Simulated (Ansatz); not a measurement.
## SiC, one structure, two calculations

Cell: a computed structure from the Materials Project (it need not be an observed phase), taken as it stands.

Space group P6_3mc (No. 186); a = 3.0765, c = 40.2677 Å, γ = 120.00°.

| site | Wyckoff | site symmetry | x | y | z |
| --- | --- | --- | --- | --- | --- |
| Si1 | 2b | 3m. | 0.3333 | 0.6667 | 0.8125 |
| Si2 | 2b | 3m. | 0.3333 | 0.6667 | 0.5625 |
| Si3 | 2a | 3m. | 0.0000 | 0.0000 | 0.3750 |
| Si4 | 2b | 3m. | 0.6667 | 0.3333 | 0.9374 |
| Si6 | 2a | 3m. | 0.0000 | 0.0000 | 0.2500 |
| Si8 | 2b | 3m. | 0.6667 | 0.3333 | 0.6875 |
| Si9 | 2b | 3m. | 0.6667 | 0.3333 | 0.5000 |
| Si14 | 2a | 3m. | 0.0000 | 0.0000 | 0.6249 |
| C17 | 2a | 3m. | 0.0000 | 0.0000 | 0.1718 |
| C18 | 2b | 3m. | 0.3333 | 0.6667 | 0.4843 |
| C19 | 2b | 3m. | 0.6667 | 0.3333 | 0.3595 |
| C20 | 2b | 3m. | 0.3333 | 0.6667 | 0.0470 |
| C22 | 2a | 3m. | 0.0000 | 0.0000 | 0.9219 |
| C23 | 2b | 3m. | 0.3333 | 0.6667 | 0.6094 |
| C24 | 2b | 3m. | 0.6667 | 0.3333 | 0.7345 |
| C27 | 2a | 3m. | 0.0000 | 0.0000 | 0.7968 |

One atom of each set is listed.

First run. Level of theory: DFT, PBE, plane waves and PAW, scalar-relativistic, 420 eV cutoff, Γ-centred 10×10×1 k-points, Fermi–Dirac smearing 0.02 eV (Ansatz 0.2.0).

```csv
site,V_zz (10²¹ V/m²),η
Si1,-0.055,0.00
Si2,0.27,0.00
Si3,0.26,0.00
Si4,0.22,0.00
Si6,0.31,0.00
Si8,-0.043,0.00
Si9,-0.051,0.00
Si14,0.22,0.00
C17,0.053,0.00
C18,0.051,0.00
C19,0.20,0.00
C20,0.20,0.00
C24,0.20,0.00
C27,0.059,0.00
```

Second run. The same atoms and settings, except that the functional is r2SCAN and the cutoff is 500 eV.

Task: What does the second run give?

Result: 

```json
{"site": "Si1", "V_zz": "-0.047", "η": "0.00", "change of V_zz": "+0.01"}
{"site": "Si2", "V_zz": "0.29", "η": "0.00", "change of V_zz": "+0.02"}
{"site": "Si3", "V_zz": "0.28", "η": "0.00", "change of V_zz": "+0.02"}
{"site": "Si4", "V_zz": "0.21", "η": "0.00", "change of V_zz": "-0.01"}
{"site": "Si6", "V_zz": "0.32", "η": "0.00", "change of V_zz": "+0.01"}
{"site": "Si8", "V_zz": "-0.038", "η": "0.00", "change of V_zz": "+0.01"}
{"site": "Si9", "V_zz": "-0.044", "η": "0.00", "change of V_zz": "+0.01"}
{"site": "Si14", "V_zz": "0.21", "η": "0.00", "change of V_zz": "-0.01"}
{"site": "C17", "V_zz": "0.045", "η": "0.00", "change of V_zz": "-0.01"}
{"site": "C18", "V_zz": "0.043", "η": "0.00", "change of V_zz": "-0.01"}
{"site": "C19", "V_zz": "0.20", "η": "0.00", "change of V_zz": "0.00"}
{"site": "C20", "V_zz": "0.20", "η": "0.00", "change of V_zz": "0.00"}
{"site": "C24", "V_zz": "0.20", "η": "0.00", "change of V_zz": "0.00"}
{"site": "C27", "V_zz": "0.049", "η": "0.00", "change of V_zz": "-0.01"}
```

No V_zz moves by more than 0.03. Sites with |V_zz| of 0.02 or less aren't listed.
